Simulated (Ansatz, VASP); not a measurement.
**Ta in VASP and in Ansatz**

File INCAR:

```
SYSTEM = Ta
PREC = Accurate ; ENCUT = 520
EDIFF = 1E-6 ; ISMEAR = 0
SIGMA = 0.15 ; LREAL = .FALSE.
LASPH = .TRUE. ; NELM = 100
ALGO = Fast ; ISIF = 2
LWAVE = .FALSE. ; LCHARG = .FALSE.
GGA = PS ; NBANDS = 12
```

File KPOINTS:

```
regular mesh
0
G
  20 20 20
  0 0 0
```

POSCAR

```
Ta
1.0
   -1.5522032000      1.6512800000      1.6512800000
    1.5522032000     -1.6512800000      1.6512800000
    1.5522032000      1.6512800000     -1.6512800000
Ta
1
Direct
    0.0000000000      0.0000000000      0.0000000000
```

Input for Ansatz:

```yaml
crystal:
  lattice:
    - [-1.5522032, 1.65128, 1.65128]
    - [1.5522032, -1.65128, 1.65128]
    - [1.5522032, 1.65128, -1.65128]
  atoms:
    - { symbol: Ta, position: [0.0, 0.0, 0.0] }
basis:
  ecutwfc: 420
kpoints:
  mp_grid: { grid: [20, 20, 20] }
hamiltonian:
  xc: pbesol
scf:
  occupations: { method: gaussian, width: 0.15 }
output:
  forces: true
  stress: true
  eigenvalues: true
```

Change from the starting cell: strain -0.0600 x Voigt [1, 0, 0, 0, 0, 0], atoms carried along.

Alike in both runs: task single point; functional PBEsol; k mesh 20 × 20 × 20; occupations gaussian, width 0.15 eV; no spin polarisation.

|  | VASP | Ansatz |
| --- | --- | --- |
| version | VASP 6.6.1 | Ansatz 0.2.0 |
| potentials or method | VASP PAW PBE potentials, release 64 (Ta_pv) | scalar-relativistic, plane waves, PAW |
| plane-wave cutoff (eV) | 520 | 420 |
| valence electrons in the cell | 11 | 13 |

|  | VASP | Ansatz | Ansatz less VASP |
| --- | --- | --- | --- |
| gap on the k mesh at the Fermi level (eV) | none | none | - |
| pressure (GPa) | 10.3 | 10.0 | -0.31 |
| largest component of the traceless stress (GPa) | 5.03 | 5.05 | +0.014 |

A gap of «none» marks a metal or a gap that the smearing closes. The two sets of potentials don't hold the same shells in valence.

Caveats: the PAW data sets were made with another functional, which shifts forces and pressure a little (VASP). The runs have no spin-orbit coupling, so splittings on Ta are missing.
